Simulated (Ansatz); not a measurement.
# SrCl2: the cost of one run

Program: Ansatz 0.2.0. Level of theory: DFT LDA, scalar-relativistic. These are calculated values, not measurements.

## 1. The structure to begin with

The structure is cubic, space group Fm-3m (No. 225). Conventional cell: a = 6.971 Å, b = 6.971 Å, c = 6.971 Å, α = 90.00°, β = 90.00°, γ = 90.00°. Around Sr (site symmetry m-3m) lie 8 Cl at 3.02 Å. Cl (site symmetry -43m) has 4 Sr at 3.02 Å as nearest neighbours.

Coordinates:

```cif
data_structure
_symmetry_space_group_name_H-M 'Fm-3m'
_symmetry_Int_Tables_number 225
_cell_length_a 6.9710
_cell_length_b 6.9710
_cell_length_c 6.9710
_cell_angle_alpha 90.000
_cell_angle_beta 90.000
_cell_angle_gamma 90.000
_cell_volume 338.75
loop_
_atom_site_label
_atom_site_type_symbol
_atom_site_symmetry_multiplicity
_atom_site_Wyckoff_symbol
_atom_site_fract_x
_atom_site_fract_y
_atom_site_fract_z
_atom_site_occupancy
Sr1 Sr 4 a 0.00000 0.00000 0.00000 1
Cl1 Cl 8 c 0.25000 0.75000 0.75000 1
```

The file gives the conventional cell by its symmetry; the runs use the cell typed in the input.

Atoms are numbered in the order of the input: Sr1, Cl2, Cl3.

## 2. The deformed structure

Space group Fm-3m before, R-3m after.

## 3. LAPW, all electrons

input.yaml reads:

```yaml
crystal:
  lattice:
    - [0.06971, 3.520355, 3.520355]
    - [3.520355, 0.06971, 3.520355]
    - [3.520355, 3.520355, 0.06971]
  atoms:
    - { symbol: Sr, position: [0.0, 0.0, 0.0] }
    - { symbol: Cl, position: [0.25, 0.25, 0.25] }
    - { symbol: Cl, position: [0.75, 0.75, 0.75] }
kpoints:
  mp_grid: { grid: [8, 8, 8] }
  band_path:
    path:
      - [0.0, 0.0, 0.0]
      - [0.5, 0.5, 0.5]
      - [0.2451701269, 0.5, 0.7548298731]
      - [-0.2451701269, 0.2451701269, 0.5]
      - [0.0, 0.0, 0.5]
      - [0.0, 0.0, 0.0]
      - [-0.3725850634, 0.0, 0.3725850634]
      - [0.0, 0.3725850634, 0.6274149366]
      - [0.0, 0.5, 0.5]
    npoints: 5
scf:
  occupations: { method: fermi_dirac, width: 0.01 }
hamiltonian:
  xc: lda
  pseudopotentials: { kind: all_electron, lapw: { basis_error: 0.001 } }
output:
  forces: true
  stress: true
  eigenvalues: true
```

Command:

```console
$ ansatz run input.yaml --threads 1 --pin off --max-ram 4096MiB --backend cpu --events-out ev --progress --plain --runs-dir out
```

Q: Estimate wall time and peak memory on 1 thread of Arm Neoverse V1, shared host.

About 28 s, with a peak of 0.39 GiB.
